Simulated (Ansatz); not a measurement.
## Σ11 (113) boundary in fcc Au with Si (substitutional): structure and resistance

Wanted: what the Σ11 (113) boundary in fcc Au with Si (substitutional) costs an interconnect.

Method: Ansatz plane-wave DFT, PBE, PAW files; relaxation of a bicrystal slab with its lowest layers held; PAW set soft_1, in the first sound run; inputs show where later runs differ, in Ansatz 0.2.0.

### Step 1. The starting structure

The cell holds 15 atoms: 14 Au and 1 Si. Its edges and angles: a = 2.884 Å, b = 4.995 Å, c = 28.265 Å, α = 90.0°, β = 90.0°, γ = 73.2°. It derives from Au. built on the (1 1 3) plane; 1 overlapping atoms removed and the grains opened by 0.05 Å. Vacuum lies along c.

### Step 2. Relaxing the bicrystal

The boundary is built by mirroring the lower grain in the boundary plane and removing any atoms that overlap; then the Si is put in at the boundary. A thin bicrystal slab is relaxed first, with the lowest layers held and the upper grain free to shift and open.

input.yaml

```yaml
crystal:
  lattice:
    - [2.8837582304, 0.0, 0.0]
    - [1.4418791152, 4.7821720181, 0.0]
    - [0.0, 0.0, 28.264940974]
  atoms:
    - { symbol: Au, position: [0.6363636364, 0.7272727273, 0.1768975921] }
    - { symbol: Au, position: [0.3636363636, 0.2727272727, 0.2204016151] }
    - { symbol: Au, position: [0.0909090909, 0.8181818182, 0.263905638] }
    - { symbol: Au, position: [0.8181818182, 0.3636363636, 0.307409661] }
    - { symbol: Au, position: [0.5454545455, 0.9090909091, 0.350913684] }
    - { symbol: Au, position: [0.2727272727, 0.4545454545, 0.3944177069] }
    - { symbol: Si, position: [0.0, 0.0, 0.4379217299] }
    - { symbol: Au, position: [0.2727272727, 0.4545454545, 0.4831947287] }
    - { symbol: Au, position: [0.5454545455, 0.9090909091, 0.5266987517] }
    - { symbol: Au, position: [0.8181818182, 0.3636363636, 0.5702027747] }
    - { symbol: Au, position: [0.0909090909, 0.8181818182, 0.6137067976] }
    - { symbol: Au, position: [0.3636363636, 0.2727272727, 0.6572108206] }
    - { symbol: Au, position: [0.6363636364, 0.7272727273, 0.7007148435] }
    - { symbol: Au, position: [0.9090909091, 0.1818181818, 0.7442188665] }
    - { symbol: Au, position: [0.1818181818, 0.6363636364, 0.7877228894] }
kpoints:
  mp_grid: { grid: [8, 8, 1] }
hamiltonian:
  xc: pbe
  pseudopotentials: { kind: paw, azcp: { folder: soft_1 } }
scf:
  occupations: { method: fermi_dirac, width: 0.1 }
relax:
  f_tol: 0.03
  max_steps: 80
  constraints: [{ sites: [0, 1, 2] }]
```

Started as:

```bash
ansatz run input.yaml --threads 4 --pin off --max-ram 15360MiB --backend cpu --events-out ev --progress --plain --runs-dir out
```

Numbers of over 12 decimals in the logs are rounded to 6 here.

The program printed:

```text
Engine: ansatz 0.2.0, aarch64-unknown-linux-gnu
Pseudopotentials: kind: paw
Pseudopotential: Au, paw, valence charge 19, recommended cutoff 420 eV (normal), soft_1/Au.paw.azcp
Pseudopotential: Si, paw, valence charge 4, recommended cutoff 420 eV (normal), soft_1/Si.paw.azcp
Functional definition: PBE
  parameter kappa = 0.804
  parameter beta = 0.066725
  exchange = pbe_x(kappa = kappa, mu = beta*pi^2/3)
  correlation = pbe_c(beta = beta)
Crystal: 15 atoms, lattice volume = 389.791 Å³
Basis set: ecut = 420 eV, 7609 PW (Γ), exchange–correlation on 40×72×384 points (8 copies of the dense FFT grid, shifted against one another)
Bands: 162, of which v1, the nominal top of the filled ones, is band 135 counted from 1 (134 counted from 0)
Symmetry: 2 space group operations
Space group: Cm (ITA 8), of the structure as read, at distance tolerance 7.3e-5 Å
k-points: 21 of 64 (time reversal used)
Non-local potential: Au, projectors of the file, l = 0: 3, l = 1: 2, l = 2: 2, l = 3: 1
Non-local potential: Si, projectors of the file, l = 0: 2, l = 1: 2, l = 2: 1
PAW form: soft (Blöchl's): semilocal exchange-correlation on the pseudo side does not see the compensation charge
PAW one-centre angular grid: Au, 590 points (default); XC on 64 Gauss nodes
PAW one-centre angular grid: Si, 110 points (default); XC on 64 Gauss nodes
Initial density: superposition of atomic densities (neutral atoms: chi_scale 0, normalization atom)
Initial wavefunctions: pseudopotential atomic-orbital guess
Functional: x = pbe(κ = 0.804, μ = 0.219515), c = pbe(β = 0.066725)
SCF iter   1: F=—  HF=-184753.978434 eV  |F-HF|=—  |Δ(HF+E_count)|=         —  Δρ=5.57e-2  dr2=1.71e1  ethr=3.10e-3  ⟨swp⟩=6.1  Hψ=13121  notcnv=0  defer=159
preconditioner: auto → LDOS  [metal: Δε(μ)=0.012 eV  Ē_g=8.753 eV  σ=0.100 eV  W_gap=0.03  n_scr=104 (ndim 8)  ℏωp=23.6 eV  f_vac=0.316  D(μ)=6.39/eV (n_scr^D=36)  β→1.0]
SCF iter   2: F=—  HF=-184753.088488 eV  |F-HF|=—  |Δ(HF+E_count)|=   8.90e-1  Δρ=5.19e-2  dr2=9.76e0  ethr=3.10e-3  ⟨swp⟩=3.0  Hψ=6967  notcnv=0  defer=275
SCF iter   3: F=—  HF=-184750.027506 eV  |F-HF|=—  |Δ(HF+E_count)|=    3.06e0  Δρ=6.52e-3  dr2=2.13e-1  ethr=3.10e-3  ⟨swp⟩=2.3  Hψ=6425  notcnv=0  defer=285
SCF iter   4: F=—  HF=-184749.975653 eV  |F-HF|=—  |Δ(HF+E_count)|=   5.19e-2  Δρ=1.71e-3  dr2=2.62e-2  ethr=7.90e-5  ⟨swp⟩=3.3  Hψ=7215  notcnv=0  defer=286
SCF iter   5: F=—  HF=-184749.971587 eV  |F-HF|=—  |Δ(HF+E_count)|=   4.07e-3  Δρ=5.43e-4  dr2=1.08e-3  ethr=9.70e-6  ⟨swp⟩=2.0  Hψ=4772  notcnv=0  defer=286
SCF iter   6: F=—  HF=-184749.972380 eV  |F-HF|=—  |Δ(HF+E_count)|=   7.93e-4  Δρ=1.58e-4  dr2=1.88e-4  ethr=4.02e-7  ⟨swp⟩=2.5  Hψ=5400  notcnv=0  defer=286
SCF iter   7: F=-184749.972344 eV  HF=-184749.972344 eV  |F-HF|=4.55e-7  |Δ(HF+E_count)|=   3.59e-5  Δρ=3.02e-5  dr2=3.66e-6  ethr=8.33e-9  ⟨swp⟩=3.3  Hψ=14227  notcnv=0
SCF 1 converged in 7 iterations: F = -184749.972344 eV  dr2 = 3.66e-6
  greatest PAW one-centre occupation: 1.000 electrons in one spin orbital (limit 2), on the Au atom at site 1 (counted from 0), in its partial waves of l = 0
relax step   1: F+E_penalty+E_count = -184749.97234421 eV  Δ(F+E_penalty+E_count) = +0.000e0 eV  max|allowed force component| = 1.649e0 eV/Å  Δτ_max = 0.0000 Å  (7 SCF iters, dr2 threshold 2.25e-5 eV, accepted)
Initial density: handed on by an earlier stage of this run
Initial wavefunctions: those handed on with the density
iter 1 solved again at ethr=3.85e-5 eV; its pass at ethr=3.10e-3 eV (dr2=1.04e-1 eV) is discarded
SCF iter   1: F=—  HF=-184750.224796 eV  |F-HF|=—  |Δ(HF+E_count)|=         —  Δρ=5.34e-3  dr2=1.07e-1  ethr=3.85e-5  ⟨swp⟩=2.0  Hψ=13389  notcnv=0  defer=290
preconditioner: auto → LDOS  [metal: Δε(μ)=0.039 eV  Ē_g=9.202 eV  σ=0.100 eV  W_gap=0.10  n_scr=104 (ndim 8)  ℏωp=23.6 eV  f_vac=0.310  D(μ)=5.76/eV (n_scr^D=32)  β→1.0]
SCF iter   2: F=—  HF=-184750.224482 eV  |F-HF|=—  |Δ(HF+E_count)|=   3.15e-4  Δρ=3.00e-3  dr2=9.42e-2  ethr=3.85e-5  ⟨swp⟩=2.1  Hψ=5313  notcnv=0  defer=290
SCF iter   3: F=—  HF=-184750.203925 eV  |F-HF|=—  |Δ(HF+E_count)|=   2.06e-2  Δρ=6.08e-4  dr2=2.84e-3  ethr=3.49e-5  ⟨swp⟩=2.0  Hψ=5170  notcnv=0  defer=290
SCF iter   4: F=—  HF=-184750.203731 eV  |F-HF|=—  |Δ(HF+E_count)|=   1.94e-4  Δρ=2.53e-4  dr2=4.61e-4  ethr=1.05e-6  ⟨swp⟩=2.4  Hψ=5273  notcnv=0  defer=290
SCF iter   5: F=—  HF=-184750.203630 eV  |F-HF|=—  |Δ(HF+E_count)|=   1.01e-4  Δρ=3.98e-5  dr2=2.32e-5  ethr=1.71e-7  ⟨swp⟩=2.4  Hψ=4989  notcnv=0  defer=290
SCF iter   6: F=-184750.203625 eV  HF=-184750.203627 eV  |F-HF|=2.13e-6  |Δ(HF+E_count)|=   3.09e-6  Δρ=1.46e-5  dr2=2.81e-6  ethr=8.58e-9  ⟨swp⟩=4.0  Hψ=10382  notcnv=0
SCF 2 converged in 6 iterations: F = -184750.203625 eV  dr2 = 2.81e-6
  greatest PAW one-centre occupation: 1.000 electrons in one spin orbital (limit 2), on the Au atom at site 13 (counted from 0), in its partial waves of l = 0
relax step   2: F+E_penalty+E_count = -184750.20362501 eV  Δ(F+E_penalty+E_count) = -2.313e-1 eV  max|allowed force component| = 6.189e-1 eV/Å  Δτ_max = 0.1946 Å  (6 SCF iters, dr2 threshold 1.00e-4 eV, accepted)
SCF iter   1: F=—  HF=-184750.399976 eV  |F-HF|=—  |Δ(HF+E_count)|=         —  Δρ=7.82e-3  dr2=2.66e-1  ethr=7.98e-4  ⟨swp⟩=7.4  Hψ=10110  notcnv=0  defer=279
preconditioner: auto → LDOS  [metal: Δε(μ)=0.017 eV  Ē_g=9.123 eV  σ=0.100 eV  W_gap=0.04  n_scr=104 (ndim 8)  ℏωp=23.6 eV  f_vac=0.303  D(μ)=5.71/eV (n_scr^D=32)  β→1.0]
SCF iter   2: F=—  HF=-184750.384834 eV  |F-HF|=—  |Δ(HF+E_count)|=   1.51e-2  Δρ=5.10e-3  dr2=2.26e-1  ethr=9.84e-5  ⟨swp⟩=2.0  Hψ=6417  notcnv=0  defer=291
SCF iter   3: F=—  HF=-184750.334618 eV  |F-HF|=—  |Δ(HF+E_count)|=   5.02e-2  Δρ=9.26e-4  dr2=4.80e-3  ethr=8.39e-5  ⟨swp⟩=2.0  Hψ=5215  notcnv=0  defer=291
SCF iter   4: F=—  HF=-184750.334006 eV  |F-HF|=—  |Δ(HF+E_count)|=   6.12e-4  Δρ=3.75e-4  dr2=1.05e-3  ethr=1.78e-6  ⟨swp⟩=3.0  Hψ=7316  notcnv=0  defer=291
SCF iter   5: F=—  HF=-184750.333824 eV  |F-HF|=—  |Δ(HF+E_count)|=   1.82e-4  Δρ=1.50e-4  dr2=1.80e-4  ethr=3.87e-7  ⟨swp⟩=2.0  Hψ=4747  notcnv=0  defer=291
SCF iter   6: F=-184750.333781 eV  HF=-184750.333792 eV  |F-HF|=1.17e-5  |Δ(HF+E_count)|=   3.16e-5  Δρ=3.41e-5  dr2=1.37e-5  ethr=8.87e-9  ⟨swp⟩=3.2  Hψ=13058  notcnv=0
SCF 3 converged in 6 iterations: F = -184750.333781 eV  dr2 = 1.37e-5
  greatest PAW one-centre occupation: 1.000 electrons in one spin orbital (limit 2), on the Au atom at site 11 (counted from 0), in its partial waves of l = 0
relax step   3: F+E_penalty+E_count = -184750.33378052 eV  Δ(F+E_penalty+E_count) = -1.302e-1 eV  max|allowed force component| = 1.028e-1 eV/Å  Δτ_max = 0.1939 Å  (6 SCF iters, dr2 threshold 2.39e-5 eV, accepted)
[...]
relax step   4: F+E_penalty+E_count = -184750.41620030 eV  Δ(F+E_penalty+E_count) = -8.242e-2 eV  max|allowed force component| = 6.728e-2 eV/Å  Δτ_max = 0.1947 Å  (8 SCF iters, accepted)
[...]
relax step   5: F+E_penalty+E_count = -184750.46939277 eV  Δ(F+E_penalty+E_count) = -5.319e-2 eV  max|allowed force component| = 9.603e-2 eV/Å  Δτ_max = 0.1953 Å  (8 SCF iters, accepted)
[...]
relax step   6: F+E_penalty+E_count = -184750.48766293 eV  Δ(F+E_penalty+E_count) = -1.827e-2 eV  max|allowed force component| = 7.325e-2 eV/Å  Δτ_max = 0.1915 Å  (7 SCF iters, dr2 threshold 3.95e-6 eV, accepted)
[...]
relax step   7: F+E_penalty+E_count = -184750.48916308 eV  Δ(F+E_penalty+E_count) = -1.500e-3 eV  max|allowed force component| = 8.572e-2 eV/Å  Δτ_max = 0.0406 Å  (6 SCF iters, dr2 threshold 3.12e-6 eV, accepted)
[...]
relax step   8: F+E_penalty+E_count = -184750.49058696 eV  Δ(F+E_penalty+E_count) = -1.424e-3 eV  max|allowed force component| = 1.467e-2 eV/Å  Δτ_max = 0.0113 Å  (4 SCF iters, dr2 threshold 4.28e-6 eV, accepted)
iter 1 solved again at ethr=7.59e-10 eV; its pass at ethr=3.10e-3 eV (dr2=2.05e-6 eV) is discarded
SCF iter   1: F=—  HF=-184750.490593 eV  |F-HF|=—  |Δ(HF+E_count)|=         —  Δρ=1.86e-5  dr2=2.05e-6  ethr=7.59e-10  ⟨swp⟩=1.4  Hψ=8045  notcnv=0  defer=272
SCF iter   2: F=—  HF=-184750.490589 eV  |F-HF|=—  |Δ(HF+E_count)|=   4.04e-6  Δρ=2.01e-5  dr2=3.60e-6  ethr=7.59e-10  ⟨swp⟩=2.0  Hψ=5748  notcnv=0  defer=272
SCF iter   3: F=-184750.490588 eV  HF=-184750.490588 eV  |F-HF|=5.42e-8  |Δ(HF+E_count)|=   9.64e-7  Δρ=2.65e-6  dr2=6.39e-8  ethr=3.70e-11  ⟨swp⟩=3.7  Hψ=14488  notcnv=0
SCF 9 converged in 3 iterations: F = -184750.490588 eV  dr2 = 6.39e-8
relax step   9: F+E_penalty+E_count = -184750.49058802 eV  Δ(F+E_penalty+E_count) = -1.065e-6 eV  max|allowed force component| = 1.450e-2 eV/Å  Δτ_max = 0.0000 Å  (3 SCF iters, accepted)
SCF converged after 3 iterations
Free energy (F): -184750.490588 eV
Harris-Foulkes:  -184750.490588 eV  (|F-HF|=5.42e-8)
Internal energy: -184750.321059 eV  (E = F + TS)
E sigma→0 (E₀):  -184750.405824 eV
Entropy (-TS):   -0.169529 eV (-11.302 meV/atom)
Fermi energy:    11.162517 eV
--- Per-component energies (eV) ---
  E_band       = -5322.850807
  E_kinetic    = 8121.762487
  E_local      = -217897.292160  (includes V_loc(G=0)·N_el)
  E_nonlocal   = 1394.436553
  E_hartree    = 106153.462868
  E_xc         = -3063.768730
  E_vxc        = -3698.508001  (∫ρ·V_xc dr)
  E_paw        = -136754.313835  (= ΣΔE_a)
  E_vpaw       = -5550.190447  (= ΣTr[D̂ρ^β])
  E_aug_tail   = 0.023277  (compensation charges beyond the density's cutoff)
  E_ewald      = 57295.368482
  E_smearing   = -0.169529  (= −TS)
  E_closure    = -0.000000  (closes the sum)
  Σ components = -184750.490588   (vs F -184750.490588, Δ=0.00e0)
--- Forces (eV/Å), atoms counted from 1 ---
  atom   1  Au     0.00000000    -0.03778317    -0.01293764
  atom   2  Au     0.00000000     0.00314684    -0.35160055
  atom   3  Au     0.00000000     0.03098064     0.35836445
  atom   4  Au     0.00000000     0.00061316     0.00344941
  atom   5  Au     0.00000000     0.00287861     0.00041641
  atom   6  Au     0.00000000    -0.00877562     0.00164698
  atom   7  Si     0.00000000     0.00534875     0.00879341
  atom   8  Au     0.00000000    -0.00643306    -0.01079121
  atom   9  Au     0.00000000     0.01449768    -0.00275279
  atom  10  Au     0.00000000    -0.00382386     0.00153839
  atom  11  Au     0.00000000    -0.00080441     0.00209635
  atom  12  Au     0.00000000     0.00044721     0.00058100
  atom  13  Au     0.00000000     0.00001419    -0.00021709
  atom  14  Au     0.00000000    -0.00030089     0.00133873
  atom  15  Au     0.00000000    -0.00021695     0.00007581
  max |Σ_I F_I| component: 2.11e-4 eV/Å
--- Relaxed structure (9 steps of the walk, 9 accepted, 0 SCFs on fresh bases) ---
  F+E_penalty+E_count = -184750.49058802 eV   max|allowed force component| = 1.450e-2 eV/Å
  atoms:
    - { symbol: Au, position: [0.636364, 0.727273, 0.1768975921] }
    - { symbol: Au, position: [0.363636, 0.2727272727, 0.2204016151] }
    - { symbol: Au, position: [0.090909, 0.8181818182, 0.263905638] }
    - { symbol: Au, position: [0.823138, 0.353725, 0.311437] }
    - { symbol: Au, position: [0.556809, 0.886383, 0.358013] }
    - { symbol: Au, position: [0.285784, 0.428431, 0.401987] }
    - { symbol: Si, position: [-0.023824, 0.047648, 0.451521] }
    - { symbol: Au, position: [0.282843, 0.434313, 0.500601] }
    - { symbol: Au, position: [0.555797, 0.888406, 0.544161] }
    - { symbol: Au, position: [0.824484, 0.351032, 0.591665] }
    - { symbol: Au, position: [0.092361, 0.815279, 0.637687] }
    - { symbol: Au, position: [0.361962, 0.276075, 0.683429] }
    - { symbol: Au, position: [0.631924, 0.736151, 0.728595] }
    - { symbol: Au, position: [0.911270, 0.177460, 0.778873] }
    - { symbol: Au, position: [0.183139, 0.633722, 0.816795] }
```

It took 4.5 min on 4 threads of Arm Neoverse V1, shared host; peak memory 1.9 GiB.

The steps of the relaxation:

| step | energy less that of the first step (eV) | largest force component (eV/Å) |
| --- | --- | --- |
| 1 | 0.0000 | 1.6492 |
| 2 | -0.2313 | 0.6189 |
| 3 | -0.3614 | 0.1028 |
| 4 | -0.4439 | 0.0673 |
| 5 | -0.4970 | 0.0960 |
| 6 | -0.5153 | 0.0733 |
| 7 | -0.5168 | 0.0857 |
| 8 | -0.5182 | 0.0147 |
| 9 | -0.5182 | 0.0145 |

Forces are held to the 2 operations that the run works with; a distortion that breaks them can't arise in this run.

The atoms that moved most (Å):

| atom | dx | dy | dz | length |
| --- | --- | --- | --- | --- |
| Au14 | 0.000 | -0.021 | 0.980 | 0.980 |
| Au15 | 0.000 | -0.013 | 0.822 | 0.822 |
| Au13 | 0.000 | 0.042 | 0.788 | 0.789 |
| Au12 | 0.000 | 0.016 | 0.741 | 0.741 |
| Au11 | 0.000 | -0.014 | 0.678 | 0.678 |
| Au10 | 0.000 | -0.060 | 0.607 | 0.610 |
| Au9 | 0.000 | -0.099 | 0.494 | 0.503 |
| Au8 | 0.000 | -0.097 | 0.492 | 0.501 |

This step gave:

```
free energy             : -184750.4906 eV
energy at zero smearing : -184750.4058 eV
Fermi energy            : 11.16 eV
```

The largest force component on a free atom ends at 0.014 eV/Å, under the tolerance of 0.03, after 9 steps.

(Continued in part 2 of 2.)

[Logs are printed without paths, hosts, clocks, repeated set-up lines and the standing remarks that a program may print on its own settings, such as how far it seeks lower states.]

[Hosts, paths, dates, database ids (printed as entryN), source tags and the programs' standing remarks are cut or masked in the printed files.]
